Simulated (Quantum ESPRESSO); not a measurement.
# Pd (Fm-3m) in Quantum ESPRESSO: a series of runs, part 3 of 3

Quantum ESPRESSO 7.5. Earlier steps stand in the parts before.

## (4) Phonons, PBE, target pressure 5 GPa, at which the enthalpy is minimised

pw.in

```
&CONTROL
  calculation = 'scf'
  prefix = 'pwscf'
  outdir = './tmp'
  pseudo_dir = './pseudo'
  tprnfor = .true.
  tstress = .true.
  disk_io = 'low'
/
&SYSTEM
  ibrav = 0
  nat = 1
  ntyp = 1
  ecutwfc = 45
  ecutrho = 360
  nbnd = 14
  occupations = 'smearing'
  smearing = 'mv'
  degauss = 0.01469973
/
&ELECTRONS
  conv_thr = 2d-10
  electron_maxstep = 120
  mixing_beta = 0.5
/
ATOMIC_SPECIES
Pd   106.4200 pd_pbe_v1.4.uspp.F.UPF
CELL_PARAMETERS angstrom
   0.0000000000    1.9465000000    1.9465000000
   1.9465000000    0.0000000000    1.9465000000
   1.9465000000    1.9465000000    0.0000000000
ATOMIC_POSITIONS crystal
Pd     0.0000000000    0.0000000000    0.0000000000
K_POINTS automatic
10 10 10 0 0 0
```

relax.in

```
&CONTROL
  calculation = 'vc-relax'
  prefix = 'pwscf'
  outdir = './tmp'
  pseudo_dir = './pseudo'
  tprnfor = .true.
  tstress = .true.
  disk_io = 'low'
  nstep = 40
  forc_conv_thr = 0.0001
  etot_conv_thr = 1d-06
/
&SYSTEM
  ibrav = 0
  nat = 1
  ntyp = 1
  ecutwfc = 45
  ecutrho = 360
  nbnd = 14
  occupations = 'smearing'
  smearing = 'mv'
  degauss = 0.01469973
/
&ELECTRONS
  conv_thr = 2d-10
  electron_maxstep = 120
  mixing_beta = 0.5
/
&IONS
  ion_dynamics = 'bfgs'
/
&CELL
  cell_dynamics = 'bfgs'
  press = 50
  press_conv_thr = 0.2
/
ATOMIC_SPECIES
Pd   106.4200 pd_pbe_v1.4.uspp.F.UPF
CELL_PARAMETERS angstrom
   0.0000000000    1.9465000000    1.9465000000
   1.9465000000    0.0000000000    1.9465000000
   1.9465000000    1.9465000000    0.0000000000
ATOMIC_POSITIONS crystal
Pd     0.0000000000    0.0000000000    0.0000000000
K_POINTS automatic
10 10 10 0 0 0
```

scf2.in

```
&CONTROL
  calculation = 'scf'
  prefix = 'pwscf'
  outdir = './tmp'
  pseudo_dir = './pseudo'
  tprnfor = .true.
  tstress = .true.
  disk_io = 'low'
/
&SYSTEM
  ibrav = 0
  nat = 1
  ntyp = 1
  ecutwfc = 45
  ecutrho = 360
  nbnd = 14
  occupations = 'smearing'
  smearing = 'mv'
  degauss = 0.01469973
/
&ELECTRONS
  conv_thr = 1d-13
  electron_maxstep = 120
  mixing_beta = 0.5
  startingpot = 'file'
  startingwfc = 'file'
/
ATOMIC_SPECIES
Pd   106.4200 pd_pbe_v1.4.uspp.F.UPF
CELL_PARAMETERS angstrom
   0.0000000000    1.9532182088    1.9532182088
   1.9532182088    0.0000000000    1.9532182088
   1.9532182088    1.9532182088    0.0000000000
ATOMIC_POSITIONS crystal
Pd     0.0000000000    0.0000000000    0.0000000000
K_POINTS automatic
10 10 10 0 0 0
```

ph.in

```
phonons of Pd
&INPUTPH
  prefix = 'pwscf'
  outdir = './tmp'
  tr2_ph = 1d-18
  fildyn = 'dyn'
  niter_ph = 90
  alpha_mix(1) = 0.4
/
0.3535533906 0.7071067812 0.0000000000
```

Potentials or basis: GBRV 1.5 PBE.

Command:

```
$ OMP_NUM_THREADS=1 pw.x -in pw.in > pw.out
$ OMP_NUM_THREADS=1 pw.x -in relax.in > relax.out
$ OMP_NUM_THREADS=1 pw.x -in scf2.in > scf2.out
$ OMP_NUM_THREADS=1 ph.x -in ph.in > ph.out
```

pw.out:

```text
This program is part of the open-source Quantum ESPRESSO suite
     for quantum simulation of materials; please cite
[... 9 lines left out ...]
     --------------------
     sticks:   dense  smooth     PW     G-vecs:    dense   smooth      PW
     Sum         673     337    121                11575     4015     821

     Using Slab Decomposition

     bravais-lattice index     =            0
     lattice parameter (alat)  =       5.2020  a.u.
     unit-cell volume          =      99.5382 (a.u.)^3
     number of atoms/cell      =            1
     number of atomic types    =            1
     number of electrons       =        16.00
     number of Kohn-Sham states=           14
     kinetic-energy cutoff     =      45.0000  Ry
     charge density cutoff     =     360.0000  Ry
     scf convergence threshold =      2.0E-10
     mixing beta               =       0.5000
     number of iterations used =            8  plain     mixing
     Exchange-correlation=  SLA  PW   PBX  PBC
                           (   1   4   3   4   0   0   0)

     celldm(1)=   5.201975  celldm(2)=   0.000000  celldm(3)=   0.000000
     celldm(4)=   0.000000  celldm(5)=   0.000000  celldm(6)=   0.000000

[... 8 lines left out ...]
               b(3) = (  0.707107  0.707107 -0.707107 )

     PseudoPot. # 1 for Pd read from file:
     pd_pbe_v1.4.uspp.F.UPF
     Pseudo is Ultrasoft + core correction, Zval = 16.0
     Generated by new atomic code, or converted to UPF format
     Using radial grid of  887 points,  6 beta functions with:
                l(1) =   0
                l(2) =   0
                l(3) =   1
                l(4) =   1
                l(5) =   2
                l(6) =   2
     Q(r) pseudized with  8 coefficients,  rinner =    1.130   1.130   1.130
                                                       1.130   1.130

     atomic species   valence    mass     pseudopotential
     Pd               16.00   106.42000     Pd( 1.00)

     48 Sym. Ops., with inversion, found

   Cartesian axes

     site n.     atom                  positions (alat units)
         1        Pd     tau(   1) = (   0.0000000   0.0000000   0.0000000  )

     number of k points=    47  Marzari-Vanderbilt smearing, width (Ry)=  0.0147
                       cart. coord. in units 2pi/alat
        k(    1) = (   0.0000000   0.0000000   0.0000000), wk =   0.0020000
        k(    2) = (   0.0707107   0.0707107  -0.0707107), wk =   0.0160000
        k(    3) = (   0.1414214   0.1414214  -0.1414214), wk =   0.0160000
        k(    4) = (   0.2121320   0.2121320  -0.2121320), wk =   0.0160000
        k(    5) = (   0.2828427   0.2828427  -0.2828427), wk =   0.0160000
        k(    6) = (  -0.3535534  -0.3535534   0.3535534), wk =   0.0080000
[... 39 lines left out ...]
        k(   46) = (  -0.0707107  -0.3535534   0.6363961), wk =   0.0480000
        k(   47) = (  -0.7071068   0.2828427   0.0000000), wk =   0.0240000

     Dense  grid:    11575 G-vectors     FFT dimensions: (  32,  32,  32)

     Smooth grid:     4015 G-vectors     FFT dimensions: (  24,  24,  24)

     Initial potential from superposition of free atoms

     starting charge      15.5000, renormalised to      16.0000

     negative rho (up, down):  7.841E-02 0.000E+00
     Starting wfcs are   12 randomized atomic wfcs +    2 random wfcs

     Self-consistent Calculation

     iteration #  1     ecut=    45.00 Ry     beta= 0.50
     Davidson diagonalization with overlap
     ethr =  1.00E-02,  avg # of iterations =  4.6

     negative rho (up, down):  7.843E-02 0.000E+00

     total energy              =    -198.37052478 Ry
     estimated scf accuracy    <       1.09572807 Ry

     iteration #  2     ecut=    45.00 Ry     beta= 0.50
     Davidson diagonalization with overlap
     ethr =  6.85E-03,  avg # of iterations =  2.0

     negative rho (up, down):  7.897E-02 0.000E+00

     total energy              =    -198.67202312 Ry
     estimated scf accuracy    <       0.14679180 Ry
[... 37 lines left out ...]
     iteration #  7     ecut=    45.00 Ry     beta= 0.50
     Davidson diagonalization with overlap
     ethr =  9.43E-11,  avg # of iterations =  2.0

     negative rho (up, down):  7.963E-02 0.000E+00

     total energy              =    -198.70247611 Ry
     estimated scf accuracy    <          8.6E-10 Ry

     iteration #  8     ecut=    45.00 Ry     beta= 0.50
     Davidson diagonalization with overlap
     ethr =  5.38E-12,  avg # of iterations =  1.7

     negative rho (up, down):  7.963E-02 0.000E+00

     End of self-consistent calculation

          k = 0.0000 0.0000 0.0000 (   531 PWs)   bands (ev):

   -30.9324 -30.9324 -30.9324  11.5704  15.8950  15.8950  15.8950  17.5079
    17.5079  36.6337  41.4050  41.4050  41.4050  46.0054

          k = 0.0707 0.0707-0.0707 (   531 PWs)   bands (ev):

   -30.9723 -30.9380 -30.9380  11.9292  15.7780  16.0138  16.0138  17.4572
    17.4572  36.9128  39.2184  41.7504  41.7504  46.5892

          k = 0.1414 0.1414-0.1414 (   516 PWs)   bands (ev):

   -31.0760 -30.9528 -30.9528  12.8335  15.6641  16.1946  16.1946  17.4930
    17.4930  35.2353  37.7748  42.4978  42.4978  45.1331

          k = 0.2121 0.2121-0.2121 (   510 PWs)   bands (ev):

   -31.2026 -30.9710 -30.9710  13.4951  16.1160  16.1160  16.4346  17.9230
    17.9230  31.5048  37.1247  42.3836  42.3836  45.4617
[... 118 lines left out ...]
   -31.2847 -31.0713 -31.0713  13.5581  13.8158  18.5653  18.6061  18.6061
    20.2298  31.9692  33.1150  33.1150  40.0906  40.2458

          k =-0.0707-0.6364 0.6364 (   498 PWs)   bands (ev):

   -31.3014 -31.0982 -31.0769  13.5431  13.8260  18.2259  18.4068  18.9232
    22.4073  30.1891  31.1348  32.8647  40.0957  41.9610

          k = 0.0000-0.5657 0.5657 (   494 PWs)   bands (ev):

   -31.2765 -31.1466 -31.0651  13.8077  14.2586  17.2657  18.0490  18.7381
    24.8290  28.1873  29.6098  33.9573  39.6551  45.4319

          k =-0.7071 0.0000 0.0000 (   492 PWs)   bands (ev):

   -31.3200 -31.0858 -31.0858  13.3413  13.6313  18.6866  19.0321  19.0321
    22.0914  29.5193  32.1571  32.1571  40.3385  40.3466

          k = 0.2828 0.1414 0.0000 (   508 PWs)   bands (ev):

   -31.1145 -31.0031 -30.9686  13.5926  15.1055  16.2106  16.7490  17.1475
    18.2135  35.5511  36.2809  40.2560  40.5413  46.1418

          k = 0.3536 0.2121-0.0707 (   514 PWs)   bands (ev):

   -31.2031 -31.0384 -30.9863  14.2166  15.3035  15.8250  16.7899  17.7130
    19.3350  32.0496  35.4526  38.3805  41.6059  45.0231

          k =-0.2828-0.4243 0.5657 (   510 PWs)   bands (ev):

   -31.2772 -31.0590 -31.0053  14.1477  15.4660  16.1925  16.6317  18.3841
    21.1014  28.3313  35.2439  36.9771  40.6020  45.7456

          k =-0.2121-0.3536 0.4950 (   508 PWs)   bands (ev):

   -31.3057 -31.0653 -31.0137  14.0843  15.3338  16.4596  16.7142  18.6128
    22.6639  26.0803  35.3666  36.3405  39.8874  46.1918
[... 28 lines left out ...]
   -31.2741 -31.0931 -31.0676  13.8721  14.0754  17.2182  18.3402  18.6012
    21.7397  31.6844  32.0890  32.3585  41.1195  42.4273

          k =-0.0707-0.4950 0.6364 (   501 PWs)   bands (ev):

   -31.2667 -31.1403 -31.0717  14.0256  14.3977  16.7213  17.8805  18.8460
    24.4299  28.7169  30.5196  32.5644  41.2529  45.4972

          k = 0.0000-0.4243 0.5657 (   503 PWs)   bands (ev):

   -31.2202 -31.1984 -31.0551  14.3792  14.9356  16.0009  17.4687  18.6014
    25.8829  27.2092  29.7080  33.9234  41.1544  47.1350

          k =-0.7071 0.1414 0.0000 (   498 PWs)   bands (ev):

   -31.2979 -31.1085 -31.0869  13.6410  13.9125  17.7917  18.3222  19.0327
    23.6633  29.4330  31.2213  31.3536  41.2411  42.4474

          k =-0.1414-0.4243 0.7071 (   503 PWs)   bands (ev):

   -31.2438 -31.1502 -31.0594  14.5462  14.8331  15.7302  17.6167  18.5913
    23.8405  29.8219  30.3625  32.8087  43.6215  44.1611

          k =-0.0707-0.3536 0.6364 (   510 PWs)   bands (ev):

   -31.2252 -31.1836 -31.0713  14.5379  15.1505  15.5033  17.3960  18.8231
    26.4695  26.8796  30.8065  31.6609  43.5132  45.2976

          k =-0.7071 0.2828 0.0000 (   506 PWs)   bands (ev):

   -31.2398 -31.1674 -31.0887  14.2687  14.7438  16.0812  17.5777  19.0339
    26.3126  29.0091  29.2603  30.5017  43.5577  46.6786

     the Fermi energy is    18.7509 ev

!    total energy              =    -198.70247611 Ry
     estimated scf accuracy    <          1.2E-10 Ry
     smearing contrib. (-TS)   =       0.00038206 Ry
     internal energy E=F+TS    =    -198.70285817 Ry

     The total energy is F=E-TS. E is the sum of the following terms:
     one-electron contribution =     -43.27621459 Ry
     hartree contribution      =      35.49354944 Ry
     xc contribution           =     -31.37527693 Ry
     ewald contribution        =    -159.54491609 Ry

     convergence has been achieved in   8 iterations

     negative rho (up, down):  7.963E-02 0.000E+00

     Forces acting on atoms (cartesian axes, Ry/au):

     atom    1 type  1   force =     0.00000000    0.00000000    0.00000000

     Total force =     0.000000     Total SCF correction =     0.000000

     Computing stress (Cartesian axis) and pressure

     negative rho (up, down):  7.963E-02 0.000E+00
          total   stress  (Ry/bohr**3)                   (kbar)     P=       71.45
   0.00048572   0.00000000   0.00000000           71.45        0.00        0.00
   0.00000000   0.00048572   0.00000000            0.00       71.45        0.00
   0.00000000   0.00000000   0.00048572            0.00        0.00       71.45

=------------------------------------------------------------------------------=
   JOB DONE.
=------------------------------------------------------------------------------=
```

Run time: 2.7 min. Hardware: 1 thread of Arm Neoverse V2, shared host; peak memory 0.09 GiB.

What came out:

```yaml
Free_energy: -2703.4911 eV
Relaxed_volume: 14.90 Å³/atom
Relaxed_cell: a = 2.762 Å, b = 2.762 Å, c = 2.762 Å, α = 60.00°, β = 60.00°, γ = 60.00°
Space_group_after_relaxing_to_0.05_Å: Fm-3m (No. 225)
Pressure_after_relaxing: 5.0 GPa
Band_gap_on_the_k_mesh: none (metal or under the smearing width)
Highest_phonon_frequency_at_the_q_point_run: 208 cm⁻¹
```

Step by step:
```csv
step,energy change (eV),largest force (eV/Å),pressure (GPa),volume (Å³)
1,0.0000,0.0000,7.15,14.75
2,-0.0061,0.0000,4.88,14.91
3,-0.0058,0.0000,5.00,14.90
```

Final structure:
```xyz
1
Lattice="0.0000 1.9532 1.9532 1.9532 0.0000 1.9532 1.9532 1.9532 0.0000" Properties=species:S:1:pos:R:3 pbc="T T T"
Pd    0.0000    0.0000    0.0000
```

Phonon frequencies in cm⁻¹ (negative: imaginary):
```tsv
q point	frequencies
(0.500, 0.250, 0.750)	152 208 208
```

Phonon modes at q = (0.500, 0.250, 0.750) in reciprocal lattice units:
```
mode  symmetry  cm⁻¹
   1       B_2   152
   2         E   208
   3         E   208
```

Caveat: the mesh is thin for the phonons of a metal; the cell is more than 3 GPa from zero pressure, which shifts response properties; the q point doesn't lie on the k mesh, which can shift a metal's frequencies strongly unless the mesh is converged.

## (5) Summary

```tsv
cell	gap on the mesh (eV)	pressure (GPa)
relaxed	none	0.0
relaxed to 2 GPa	none	2.0
relaxed to 5 GPa	none	5.0
```

Alike in all rows: task phonons; level PBE; potentials or basis GBRV 1.5 PBE; no spin polarisation; k mesh 10 × 10 × 10; cutoff (eV) 612; smearing cold 0.2 eV.

Caveats: the mesh is thin for the phonons of a metal; the q point doesn't lie on the k mesh, which can shift a metal's frequencies strongly unless the mesh is converged; the cell is more than 3 GPa from zero pressure, which shifts response properties (some runs).

Absolute energies hang on the potentials; compare differences alone.
